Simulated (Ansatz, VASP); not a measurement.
One calculation of Sn, two programs

Contents of POSCAR:

```
Sn
1.0
   -1.7265390000      1.7755470000      2.3383420000
    1.7265390000     -1.7755470000      2.3383420000
    1.7265390000      1.7755470000     -2.3383420000
Sn
1
Direct
    0.0000000000      0.0000000000      0.0000000000
```

File INCAR.step1:

```
SYSTEM = Sn
ALGO = Normal
EDIFF = 1E-4
ENCUT = 520
GGA = PE
ISMEAR = 0
LASPH = .TRUE.
LCHARG = .FALSE.
LREAL = .FALSE.
LWAVE = .TRUE.
NBANDS = 13
NELM = 60
PREC = Accurate
SIGMA = 0.1
```

File INCAR.step2:

```
SYSTEM = Sn
ALGO = Normal
EDIFF = 1E-6
ENCUT = 520
ISIF = 2
ISMEAR = 0
ISTART = 1
LASPH = .TRUE.
LCHARG = .FALSE.
LMIXTAU = .TRUE.
LREAL = .FALSE.
LWAVE = .FALSE.
METAGGA = R2SCAN
NBANDS = 13
NELM = 60
PREC = Accurate
SIGMA = 0.1
```

File KPOINTS:

```
k-points
0
G
  8 8 8
  0 0 0
```

Input for Ansatz:

```yaml
crystal:
  lattice:
    - [-1.726539, 1.775547, 2.338342]
    - [1.726539, -1.775547, 2.338342]
    - [1.726539, 1.775547, -2.338342]
  atoms:
    - { symbol: Sn, position: [0.0, 0.0, 0.0] }
basis:
  ecutwfc: 500
kpoints:
  mp_grid: { grid: [8, 8, 8] }
hamiltonian:
  xc: r2scan
scf:
  occupations: { method: gaussian, width: 0.1 }
output:
  forces: true
  stress: true
  eigenvalues: true
```

This isn't the form of Sn at room conditions, which is tetragonal (white tin).

Alike in both runs: task single point; functional r2SCAN; k mesh 8 × 8 × 8; occupations gaussian, width 0.1 eV; no spin polarisation.

|  | VASP | Ansatz |
| --- | --- | --- |
| version | VASP 6.6.1 | Ansatz 0.2.0 |
| potentials or method | VASP PAW PBE potentials, release 64 (Sn_d) | scalar-relativistic, plane waves, PAW |
| plane-wave cutoff (eV) | 520 | 500 |
| valence electrons in the cell | 14 | 14 |

```tsv
	VASP	Ansatz	Ansatz less VASP
gap on the k mesh at the Fermi level (eV)	none	none	-
pressure (GPa)	-2.3	-2.3	+0.04
largest component of the traceless stress (GPa)	0.95	0.95	-0.005
```

A gap of «none» marks a metal or a gap that the smearing closes.

Caveats: the PAW data sets were made with another functional, which shifts forces and pressure a little (VASP).
